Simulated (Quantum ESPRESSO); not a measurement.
Runs of Quantum ESPRESSO 7.5 on MgS (Niningerite). Symmetry: Fm-3m, No. 225, cubic system. Conventional cell: a = 5.203 Å, b = 5.203 Å, c = 5.203 Å, α = 90.00°, β = 90.00°, γ = 90.00°. Around S (site symmetry m-3m) lie 6 Mg at 2.60 Å. Mg (site symmetry m-3m) is surrounded by 6 S at 2.60 Å. 

| level | potentials or basis | spin | k mesh | cutoff (eV) | k mesh of the self-consistent run | form of the LDA | mesh quality | gap on the mesh (eV) |
| --- | --- | --- | --- | --- | --- | --- | --- | --- |
| LDA | PseudoDojo 0.4.1 SR LDA standard | off | 6 × 6 × 6 | 1143 | 10 × 10 × 10 | PW92 | not flagged | 2.56 |
| PBE | SPMS 1.0 PBE | off | 5 × 5 × 5 | 762 | - | - | not flagged | 3.19 |
| PBE | PseudoDojo 0.4.1 SR PBE standard | off | 20 × 20 × 20 | 1143 | 20 × 20 × 20 | - | not flagged | 2.79 |
| PBEsol | PseudoDojo 0.4.1 SR PBEsol standard | off | 4 × 4 × 4 | 1143 | 10 × 10 × 10 | - | coarse | 2.70 |
| PBE | PseudoDojo 0.4.1 SR PBE standard | off | 4 × 4 × 4 | 1143 | 10 × 10 × 10 | - | coarse | 2.79 |
| PBEsol | PseudoDojo 0.4 FR PBEsol standard | non-collinear, zero start, SOC | 4 × 4 × 4 | 1143 | 10 × 10 × 10 | - | coarse | 2.67 |
| PBE | PseudoDojo 0.4.1 SR PBE standard | off | 6 × 6 × 6 | 1143 | 10 × 10 × 10 | - | not flagged | 2.79 |
| PBEsol | PseudoDojo 0.4.1 SR PBEsol standard | off | 16 × 16 × 16 | 1143 | 16 × 16 × 16 | - | not flagged | 2.70 |
| PBEsol | PseudoDojo 0.4.1 SR PBEsol standard | off | 6 × 6 × 6 | 1143 | 10 × 10 × 10 | - | not flagged | 2.70 |
| PBE | PseudoDojo 0.4.1 SR PBE standard | off | 12 × 12 × 12 | 1143 | 12 × 12 × 12 | - | not flagged | 2.79 |
| PBE | PseudoDojo 0.4 FR PBE standard | non-collinear, zero start, SOC | 4 × 4 × 4 | 1143 | 10 × 10 × 10 | - | coarse | (a) |

Alike in all rows: task single point; cell as given; smearing fixed.

Question: Estimate the missing entries.

Answer: (a) 2.75.

Caveats: some runs use coarse meshes; a mesh with odd counts misses the zone's faces, so its gaps can be larger than the crystal's (some runs); an odd mesh through Γ misses points on the zone boundary, where band edges often lie (some runs).

Not every run made on this cell is shown here.
